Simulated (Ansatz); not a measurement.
A crystal relaxed with r2SCAN in Ansatz has space group Fd-3m:1 (No. 227) and a = 9.201 Å.

| atom | site | x | y | z |
| --- | --- | --- | --- | --- |
| Cd | 8b | 0.0000 | 0.0000 | 0.5000 |
| Xx | 16c | 0.1250 | 0.1250 | 0.1250 |
| O | 32e | 0.3619 | 0.3619 | 0.3619 |

The r2SCAN gap is indirect, 1.57 eV (L to Γ), below the direct gap of 1.63 eV at Γ. The HSE06 gap is indirect, 2.53 eV (L to Γ), below the direct gap of 2.61 eV at Γ. Meshes: r2SCAN 6×6×6, HSE06 4×4×4.

Q: Which element is Xx?
A. Ga
B. B
C. Al
D. In

A: D. Xx is In: a 14-atom cell of CdIn2O4 started from a crystallographic database. Around Cd lie 4 O at 2.20 Å; around In lie 6 O at 2.19 Å; around O lie 3 In at 2.19 Å and 1 Cd at 2.20 Å.

No spin polarisation and no zero-point or thermal motion.

Spin-orbit coupling is left out, which matters wherever the heavy atoms make up the band edges.

The meshes of the hybrids are coarse, so their gaps aren't converged to the digits shown.
